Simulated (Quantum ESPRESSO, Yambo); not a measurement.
# CdTe (F-43m): G0W0 in Yambo against the screening cutoff

How does the gap of CdTe (F-43m) converge in the screening cutoff?

Program: Yambo 5.3.0. Level of theory: PBE and many-body steps on it, plane waves. Results are calculated unless marked as measured.

**1. Set-up**

It takes space group F-43m (No. 216, cubic). The conventional cell has a = 6.480 Å, b = 6.480 Å, c = 6.480 Å, α = 90.00°, β = 90.00°, γ = 90.00°. Cd has 4 Te at 2.81 Å nearest. Nearest to Te lie 4 Cd at 2.81 Å. Farther neighbours and most contacts between anions are not listed.

Structure file:

```cif
data_structure
_symmetry_space_group_name_H-M 'P 1'
_symmetry_Int_Tables_number 1
_cell_length_a 4.5821
_cell_length_b 4.5821
_cell_length_c 4.5821
_cell_angle_alpha 60.000
_cell_angle_beta 60.000
_cell_angle_gamma 60.000
_cell_volume 68.02
loop_
_atom_site_label
_atom_site_type_symbol
_atom_site_fract_x
_atom_site_fract_y
_atom_site_fract_z
_atom_site_occupancy
Cd1 Cd 0.00000 0.00000 0.00000 1
Te2 Te 0.25000 0.25000 0.25000 1
```

The cell and positions come from the Crystallography Open Database and are kept as given unless a step says otherwise. Spin-orbit coupling is left out unless a step names it.

**2. 2.25 Ha**

This step: Yambo 5.3.0; G0W0 on PBE, plane waves, norm-conserving pseudopotentials.

Now the one-shot GW correction: screening in the RPA, then the self-energy of the levels asked for.

The input, gw7.in:

```
HF_and_locXC
gw0
dyson
ppa
em1d
rim_cut
RandQpts= 1000000
RandGvec= 1 RL
EXXRLvcs= 94 Ry
VXCRLvcs= 376 Ry
Chimod= "HARTREE"
% BndsRnXp
 1 | 93 |
%
NGsBlkXp= 4.5 Ry
% LongDrXp
 1 | 1 | 1 |
%
% GbndRnge
 1 | 93 |
%
DysSolver= "n"
ExtendOut
PPAPntXp= 27.21138 eV
% QPkrange
 1 | 1 | 21 | 24 |
%
```

Started as:

```console
$ OMP_NUM_THREADS=1 mpirun -n 4 yambo -F gw7.in -J gw7 -C gw7 > gw7.log
```

Log:

```text
 Yambo, version 5.3.0

 [02] CORE Variables Setup
 =========================

  [... cell, symmetries and grids as in the set-up ...]

  [02.05] Energies & Occupations
  ==============================

  [X] === General ===
  [X] Electronic Temperature                        :  0.000000  0.000000 [eV K]
  [X] Bosonic    Temperature                        :  0.000000  0.000000 [eV K]
  [X] Finite Temperature mode                       : no
  [X] El. density                                   :  0.64683E+24 [cm-3]
  [X] Fermi Level                                   :  8.269562 [eV]

  [X] === Gaps and Widths ===
  [X] Conduction Band Min                           :  0.770493 [eV]
  [X] Valence Band Max                              :  0.000000 [eV]
  [X] Filled Bands                                  :  22
  [X] Empty Bands                                   :   23  305
  [X] Direct Gap                                    :  0.770493 [eV]
  [X] Direct Gap localized at k                     :  1
  [X] Indirect Gap                                  :  0.770493 [eV]
  [X] Indirect Gap between kpts                     :  1  1
  [X] Last valence band width                       :  2.192418 [eV]
  [X] 1st conduction band width                     :  3.488558 [eV]

 [03] Transferred momenta grid and indexing
 ==========================================

 IBZ Q-points                                      :   8
 BZ  Q-points                                      :   64

 K/Q-points units:
 rlu = crystal or reduced units; cc = cartesian coordinates; iku = interal k-units

 Q [1]          [rlu]:  0.000000  0.000000  0.000000
 Q [2]          [rlu]: -0.71308E-17 -0.71308E-17  0.25000
 Q [3]          [rlu]:  0.14262E-16  0.14262E-16 -0.50000
 Q [4]          [rlu]: -0.21313E-17  0.25000      0.25000
 Q [5]          [rlu]: -0.78397E-17  0.25000      0.50000
 Q [6]          [rlu]:  0.14262E-16  0.25000     -0.25000
 Q [7]          [rlu]:  0.42627E-17 -0.50000     -0.50000
 Q [8]          [rlu]:  0.250000 -0.500000 -0.250000

 [04] Coloumb potential Random Integration (RIM)
 ===============================================

  [04.01] RIM initialization
  ==========================

  * Diagonal components only detected *

  8 x (sBL volume)        :  0.067544 [a.u.]
  sBZ random points       :  1000000
  Points outside the sBZ  :   7968281
  RL volume               :  0.540354 [a.u.]
  Integrated volume       :  0.542504 [a.u.]

  [04.02] RIM integrals
  =====================

  Gamma point sphere radius             :  0.073872 [a.u.]
  Points outside the sphere             :   800476
  [Int_sBZ(q=0) 1/q^2]*(Vol_sBZ)^(-1/3) =:  7.776341
                                 should be <:  7.795600

  Summary of Coulomb integrals for non-metallic bands |Q|[au] RIM/Bare

  Q [1] 0.100000E-4 0.997530 * Q [2] 0.222181 1.068569
  Q [4] 0.256552 1.068679 * Q [6] 0.362820 1.030574
  Q [5] 0.425444 1.023203 * Q [3] 0.444362 1.020753
  Q [7] 0.513105 1.016896 * Q [8] 0.573668 1.013852

 [WARNING] [Xp] User bands 1-93 break level degeneracy

 [05] Dipoles
 ============

  [05.01] Setup: observables and procedures
  =========================================

 [06] Dynamic Dielectric Matrix (PPA)
 ====================================

 [WR./gw7//ndb.pp]---------------------------------------------------------------
  Brillouin Zone Q/K grids (IBZ/BZ)                :    8   64    8   64
  RL vectors                                       :   8363 [WF]
  Coulomb cutoff potential                         : none
  Electronic Temperature                           :  0.000000 [K]
  Bosonic    Temperature                           :  0.000000 [K]
  PPA    diel. fun.  energies                      : Perdew, Burke & Ernzerhof(X)+Perdew, Burke & Ernzerhof(C)
  wavefunctions                                    : Perdew, Burke & Ernzerhof(X)+Perdew, Burke & Ernzerhof(C)
  Global Gauge                                     : length
  X matrix size                                    :   65
  X band range                                     :    1   93
  X e/h energy range                               : -1.000000 -1.000000 [eV]
  X Time ordering                                  : R
  X Hxc Kernel                                     : HARTREE
  X Drude frequency                                :  0.000000  0.000000
  X poles                                          :  100.0000 [o/o]
  RL vectors in the sum                            :   8363
  [r,Vnl] included                                 : yes
  Field direction                                  :  0.577350E-5  0.577350E-5  0.577350E-5
  BZ energy Double Grid                            : no
  BZ energy DbGd points                            : 0
  BZ Q point size factor                           : -1.000000
  X Optical Averaged directions                    : none

 [07] Local Exchange-Correlation + Non-Local Fock
 ================================================

 [VXC] Plane waves :   56833
 [EXS] Plane waves :   7239

 QP @ state[ 1 ] K range:  1  1
 QP @ state[ 1 ] b range:  21  24

 [xc] Functional : Perdew, Burke & Ernzerhof(X)+Perdew, Burke & Ernzerhof(C)
 [xc] LIBXC used to calculate xc functional
  PP Number of Atomic Species                      :  2
  NLCC RL compoments                               :   56833
  PP Number of Atomic Species                      :  2
  NLCC RL compoments                               :   56833

 [xc] E_xc :  -35.75596 [Ha]
      E_xc :  -71.51193 [Ry]

  Local XC kind (lXC) : Perdew, Burke & Ernzerhof(X)+Perdew, Burke & Ernzerhof(C)
  Non-Local XC kind (nlXC) : Hartree-Fock

  Corrections @ K [1] :  [eV]
 <21|nlXC|21> = -16.37050  0.65059E-17 <21|lXC|21> = -14.42006 -0.18882E-15
 <22|nlXC|22> = -16.37052  0.24658E-17 <22|lXC|22> = -14.42006  0.37763E-15
 <23|nlXC|23> = -8.185957 -0.13120E-17 <23|lXC|23> = -11.98125 -0.13484E-20
 <24|nlXC|24> = -5.957498  0.75232E-18 <24|lXC|24> = -10.13165  0.18880E-15

 [08] Dyson equation: Newton solver
 ==================================

  [08.01] G0W0 (W PPA)
  ====================

  [  GW  ] Bands range     :    1   93
  [GW/PPA] G damping       :  0.100000 [eV]

  QP @ state[ 1 ] K range:  1  1
  QP @ state[ 1 ] b range:  21  24

   Sc/G bands                                       :    1   93
   Sc/G damping                                     :  0.100000 ev
   Sc bands terminator                              : no
   Sx RL components                                 :   7239

   QP @ state[ 1 ] K range                          :  1  1
   QP @ state[ 1 ] b range                          :  21  24
   GF energies kind                                 : Perdew, Burke & Ernzerhof(X)+Perdew, Burke & Ernzerhof(C)
   GF WF`s kind                                     : Perdew, Burke & Ernzerhof(X)+Perdew, Burke & Ernzerhof(C)
   Xs energies kind                                 : Perdew, Burke & Ernzerhof(X)+Perdew, Burke & Ernzerhof(C)
   Xs WF`s kind                                     : Perdew, Burke & Ernzerhof(X)+Perdew, Burke & Ernzerhof(C)

 [11] Game Over & Game summary
```

Elapsed: 1.8 min, on 4 MPI ranks of Arm Neoverse V1, shared host; peak memory 2.4 GiB; 7 min of CPU time.

Numbers from this step:

| Property | Result |
| --- | --- |
| G0W0 gap on the points computed | 1.498 eV |
| starting gap on the mesh | 0.7705 eV |
| k of the valence top | 0, 0, 0 |
| k of the conduction bottom | 0, 0, 0 |
| least direct G0W0 gap on the computed points | 1.498 eV |
| Z at the valence top | 0.8025 |
| Z at the conduction bottom | 0.8132 |

The gap on the mesh goes from 0.77 eV to 1.50 eV, a correction of +0.73 eV.

**3. 3.5 Ha**

The input, gw8.in:

```
HF_and_locXC
gw0
dyson
ppa
em1d
rim_cut
RandQpts= 1000000
RandGvec= 1 RL
EXXRLvcs= 94 Ry
VXCRLvcs= 376 Ry
Chimod= "HARTREE"
% BndsRnXp
 1 | 93 |
%
NGsBlkXp= 7 Ry
% LongDrXp
 1 | 1 | 1 |
%
% GbndRnge
 1 | 93 |
%
DysSolver= "n"
ExtendOut
PPAPntXp= 27.21138 eV
% QPkrange
 1 | 1 | 21 | 24 |
%
```

Started as:

```console
$ OMP_NUM_THREADS=1 mpirun -n 4 yambo -F gw8.in -J gw8 -C gw8 > gw8.log
```

Log:

```text
 Yambo, version 5.3.0

 [02] CORE Variables Setup
 =========================

  [... cell, symmetries and grids as in the set-up ...]

  [02.05] Energies & Occupations
  ==============================

  [X] === General ===
  [X] Electronic Temperature                        :  0.000000  0.000000 [eV K]
  [X] Bosonic    Temperature                        :  0.000000  0.000000 [eV K]
  [X] Finite Temperature mode                       : no
  [X] El. density                                   :  0.64683E+24 [cm-3]
  [X] Fermi Level                                   :  8.269562 [eV]

  [X] === Gaps and Widths ===
  [X] Conduction Band Min                           :  0.770493 [eV]
  [X] Valence Band Max                              :  0.000000 [eV]
  [X] Filled Bands                                  :  22
  [X] Empty Bands                                   :   23  305
  [X] Direct Gap                                    :  0.770493 [eV]
  [X] Direct Gap localized at k                     :  1
  [X] Indirect Gap                                  :  0.770493 [eV]
  [X] Indirect Gap between kpts                     :  1  1
  [X] Last valence band width                       :  2.192418 [eV]
  [X] 1st conduction band width                     :  3.488558 [eV]

 [03] Transferred momenta grid and indexing
 ==========================================

 IBZ Q-points                                      :   8
 BZ  Q-points                                      :   64

 K/Q-points units:
 rlu = crystal or reduced units; cc = cartesian coordinates; iku = interal k-units

 Q [1]          [rlu]:  0.000000  0.000000  0.000000
 Q [2]          [rlu]: -0.71308E-17 -0.71308E-17  0.25000
 Q [3]          [rlu]:  0.14262E-16  0.14262E-16 -0.50000
[...]
================================================

 [VXC] Plane waves :   56833
 [EXS] Plane waves :   7239

 QP @ state[ 1 ] K range:  1  1
 QP @ state[ 1 ] b range:  21  24

 [xc] Functional : Perdew, Burke & Ernzerhof(X)+Perdew, Burke & Ernzerhof(C)
 [xc] LIBXC used to calculate xc functional
  PP Number of Atomic Species                      :  2
  NLCC RL compoments                               :   56833
  PP Number of Atomic Species                      :  2
  NLCC RL compoments                               :   56833

 [xc] E_xc :  -35.75596 [Ha]
      E_xc :  -71.51193 [Ry]

  Local XC kind (lXC) : Perdew, Burke & Ernzerhof(X)+Perdew, Burke & Ernzerhof(C)
  Non-Local XC kind (nlXC) : Hartree-Fock

  Corrections @ K [1] :  [eV]
 <21|nlXC|21> = -16.37050  0.65059E-17 <21|lXC|21> = -14.42006 -0.18882E-15
 <22|nlXC|22> = -16.37052  0.24658E-17 <22|lXC|22> = -14.42006  0.37763E-15
 <23|nlXC|23> = -8.185957 -0.13120E-17 <23|lXC|23> = -11.98125 -0.13484E-20
 <24|nlXC|24> = -5.957498  0.75232E-18 <24|lXC|24> = -10.13165  0.18880E-15

 [08] Dyson equation: Newton solver
 ==================================

  [08.01] G0W0 (W PPA)
  ====================

  [  GW  ] Bands range     :    1   93
  [GW/PPA] G damping       :  0.100000 [eV]

  QP @ state[ 1 ] K range:  1  1
  QP @ state[ 1 ] b range:  21  24

   Sc/G bands                                       :    1   93
   Sc/G damping                                     :  0.100000 ev
   Sc bands terminator                              : no
   Sx RL components                                 :   7239

   QP @ state[ 1 ] K range                          :  1  1
   QP @ state[ 1 ] b range                          :  21  24
   GF energies kind                                 : Perdew, Burke & Ernzerhof(X)+Perdew, Burke & Ernzerhof(C)
   GF WF`s kind                                     : Perdew, Burke & Ernzerhof(X)+Perdew, Burke & Ernzerhof(C)
   Xs energies kind                                 : Perdew, Burke & Ernzerhof(X)+Perdew, Burke & Ernzerhof(C)
   Xs WF`s kind                                     : Perdew, Burke & Ernzerhof(X)+Perdew, Burke & Ernzerhof(C)

 [11] Game Over & Game summary
```

Elapsed: 2.1 min, on 4 MPI ranks; peak memory 2.4 GiB.

This step gave:

* G0W0 gap on the points computed: 1.530 eV
* starting gap on the mesh: 0.7705 eV
* k of the valence top: 0, 0, 0
* k of the conduction bottom: 0, 0, 0
* least direct G0W0 gap on the computed points: 1.530 eV
* Z at the valence top: 0.7994
* Z at the conduction bottom: 0.8118

Against the run before, the gap moves by +0.032 eV.

**4. 7.25 Ha**

The input, gw9.in:

```
HF_and_locXC
gw0
dyson
ppa
em1d
rim_cut
RandQpts= 1000000
RandGvec= 1 RL
EXXRLvcs= 94 Ry
VXCRLvcs= 376 Ry
Chimod= "HARTREE"
% BndsRnXp
 1 | 93 |
%
NGsBlkXp= 14.5 Ry
% LongDrXp
 1 | 1 | 1 |
%
% GbndRnge
 1 | 93 |
%
DysSolver= "n"
ExtendOut
PPAPntXp= 27.21138 eV
% QPkrange
 1 | 1 | 21 | 24 |
%
```

Started as:

```console
$ OMP_NUM_THREADS=1 mpirun -n 4 yambo -F gw9.in -J gw9 -C gw9 > gw9.log
```

Log:

```text
 Yambo, version 5.3.0

 [02] CORE Variables Setup
 =========================

  [... cell, symmetries and grids as in the set-up ...]

  [02.05] Energies & Occupations
  ==============================

  [X] === General ===
  [X] Electronic Temperature                        :  0.000000  0.000000 [eV K]
  [X] Bosonic    Temperature                        :  0.000000  0.000000 [eV K]
  [X] Finite Temperature mode                       : no
  [X] El. density                                   :  0.64683E+24 [cm-3]
[...]
Sx RL components                                 :   7239

   QP @ state[ 1 ] K range                          :  1  1
   QP @ state[ 1 ] b range                          :  21  24
   GF energies kind                                 : Perdew, Burke & Ernzerhof(X)+Perdew, Burke & Ernzerhof(C)
   GF WF`s kind                                     : Perdew, Burke & Ernzerhof(X)+Perdew, Burke & Ernzerhof(C)
   Xs energies kind                                 : Perdew, Burke & Ernzerhof(X)+Perdew, Burke & Ernzerhof(C)
   Xs WF`s kind                                     : Perdew, Burke & Ernzerhof(X)+Perdew, Burke & Ernzerhof(C)

 [11] Game Over & Game summary
```

Wall time 4.3 min (4 MPI ranks); peak memory 2.4 GiB.

This step gave:

```
G0W0 gap on the points computed              : 1.528 eV
starting gap on the mesh                     : 0.7705 eV
k of the valence top                         : 0, 0, 0
k of the conduction bottom                   : 0, 0, 0
least direct G0W0 gap on the computed points : 1.528 eV
```

Against the run before, the gap moves by −0.002 eV.

**5. 9 Ha**

The input, gw10.in:

```
HF_and_locXC
gw0
dyson
ppa
em1d
rim_cut
RandQpts= 1000000
RandGvec= 1 RL
EXXRLvcs= 94 Ry
VXCRLvcs= 376 Ry
Chimod= "HARTREE"
% BndsRnXp
 1 | 93 |
%
NGsBlkXp= 18 Ry
% LongDrXp
 1 | 1 | 1 |
%
% GbndRnge
 1 | 93 |
%
DysSolver= "n"
ExtendOut
PPAPntXp= 27.21138 eV
% QPkrange
 1 | 1 | 21 | 24 |
%
```

Started as:

```console
$ OMP_NUM_THREADS=1 mpirun -n 4 yambo -F gw10.in -J gw10 -C gw10 > gw10.log
```

Log:

```text
 Yambo, version 5.3.0

 [02] CORE Variables Setup
 =========================

  [... cell, symmetries and grids as in the set-up ...]

  [02.05] Energies & Occupations
  ==============================

  [X] === General ===
  [X] Electronic Temperature                        :  0.000000  0.000000 [eV K]
  [X] Bosonic    Temperature                        :  0.000000  0.000000 [eV K]
  [X] Finite Temperature mode                       : no
  [X] El. density                                   :  0.64683E+24 [cm-3]
[...]
Sx RL components                                 :   7239

   QP @ state[ 1 ] K range                          :  1  1
   QP @ state[ 1 ] b range                          :  21  24
   GF energies kind                                 : Perdew, Burke & Ernzerhof(X)+Perdew, Burke & Ernzerhof(C)
   GF WF`s kind                                     : Perdew, Burke & Ernzerhof(X)+Perdew, Burke & Ernzerhof(C)
   Xs energies kind                                 : Perdew, Burke & Ernzerhof(X)+Perdew, Burke & Ernzerhof(C)
   Xs WF`s kind                                     : Perdew, Burke & Ernzerhof(X)+Perdew, Burke & Ernzerhof(C)

 [11] Game Over & Game summary
```

Wall time 7.1 min (4 MPI ranks); peak memory 2.4 GiB; 28 min of CPU time.

Numbers from this step:

```yaml
g0w0_gap_on_the_points_computed: 1.533 eV
starting_gap_on_the_mesh: 0.7705 eV
k_of_the_valence_top: 0, 0, 0
k_of_the_conduction_bottom: 0, 0, 0
least_direct_g0w0_gap_on_the_computed_points: 1.533 eV
```

Against the run before, the gap moves by +0.005 eV.

**6. 11.25 Ha**

The input, gw11.in:

```
HF_and_locXC
gw0
dyson
ppa
em1d
rim_cut
RandQpts= 1000000
RandGvec= 1 RL
EXXRLvcs= 94 Ry
VXCRLvcs= 376 Ry
Chimod= "HARTREE"
% BndsRnXp
 1 | 93 |
%
NGsBlkXp= 22.5 Ry
% LongDrXp
 1 | 1 | 1 |
%
% GbndRnge
 1 | 93 |
%
DysSolver= "n"
ExtendOut
PPAPntXp= 27.21138 eV
% QPkrange
 1 | 1 | 21 | 24 |
%
```

Started as:

```console
$ OMP_NUM_THREADS=1 mpirun -n 4 yambo -F gw11.in -J gw11 -C gw11 > gw11.log
```

Log:

```text
 Yambo, version 5.3.0

 [02] CORE Variables Setup
 =========================

  [... cell, symmetries and grids as in the set-up ...]

  [02.05] Energies & Occupations
  ==============================

  [X] === General ===
  [X] Electronic Temperature                        :  0.000000  0.000000 [eV K]
  [X] Bosonic    Temperature                        :  0.000000  0.000000 [eV K]
  [X] Finite Temperature mode                       : no
  [X] El. density                                   :  0.64683E+24 [cm-3]
[...]
Sx RL components                                 :   7239

   QP @ state[ 1 ] K range                          :  1  1
   QP @ state[ 1 ] b range                          :  21  24
   GF energies kind                                 : Perdew, Burke & Ernzerhof(X)+Perdew, Burke & Ernzerhof(C)
   GF WF`s kind                                     : Perdew, Burke & Ernzerhof(X)+Perdew, Burke & Ernzerhof(C)
   Xs energies kind                                 : Perdew, Burke & Ernzerhof(X)+Perdew, Burke & Ernzerhof(C)
   Xs WF`s kind                                     : Perdew, Burke & Ernzerhof(X)+Perdew, Burke & Ernzerhof(C)

 [11] Game Over & Game summary
```

Run time: 11 min. Hardware: 4 MPI ranks; peak memory 2.4 GiB.

This step gave:

```
G0W0 gap on the points computed              : 1.538 eV
starting gap on the mesh                     : 0.7705 eV
k of the valence top                         : 0, 0, 0
k of the conduction bottom                   : 0, 0, 0
least direct G0W0 gap on the computed points : 1.538 eV
```

Against the run before, the gap moves by +0.006 eV.

**7. The runs together**

Times are wall times on 4 MPI ranks of Arm Neoverse V1, shared host, good to a factor of about two.

```csv
run,mesh,bands,screening cutoff (eV),DFT gap (eV),gap on the mesh (eV),direct (eV),time
2.25 Ha,4×4×4,93,61.2,0.770,1.498,1.498,1.8 min
3.5 Ha,4×4×4,93,95.2,0.770,1.530,1.530,2.1 min
7.25 Ha,4×4×4,93,197.3,0.770,1.528,1.528,4.3 min
9 Ha,4×4×4,93,244.9,0.770,1.533,1.533,7.1 min
11.25 Ha,4×4×4,93,306.1,0.770,1.538,1.538,11 min
```

**8. Outcome**

```yaml
2p25_ha: 1.498 eV
3p5_ha: 1.530 eV
7p25_ha: 1.528 eV
9_ha: 1.533 eV
11p25_ha: 1.538 eV
known_limits: not at the basis limit; no spin-orbit coupling; coarse k mesh
```

In words: The setting moved: screening cutoff. From 2.25 Ha to 11.25 Ha the gap moves by +0.04 eV, for 6.3 times the time. It holds to 0.03 eV from 3.5 Ha on. Bands and screening cutoff are coupled, so a series along one setting does not show full convergence. Bands and cutoff are finite, so the gap is not at the basis limit. The miss can reach some tenths of an eV and take either sign; the mesh is an error of its own. In the G0W0 runs levels were corrected at 1 k point alone, so a gap called «on the mesh» is the least over those, and an edge elsewhere would be missed. The 4×4×4 mesh is coarse for this cell, which bears on the long-range parts of exchange and screening. The many-body steps are scalar-relativistic: spin-orbit coupling is not in them.

[Paths, hosts, dates, memory and timing lines, banners, echoed tables and standing remarks are left out of the program output.]

[Logs are printed without paths, hosts, clocks, repeated set-up lines and the standing remarks that a program may print on its own settings, such as how far it seeks lower states.]

[Runs of the session that timed out or met a known fault of the program may be left out.]

[Hosts, paths, dates, database ids (printed as entryN), source tags and the programs' standing remarks are cut or masked in the printed files.]
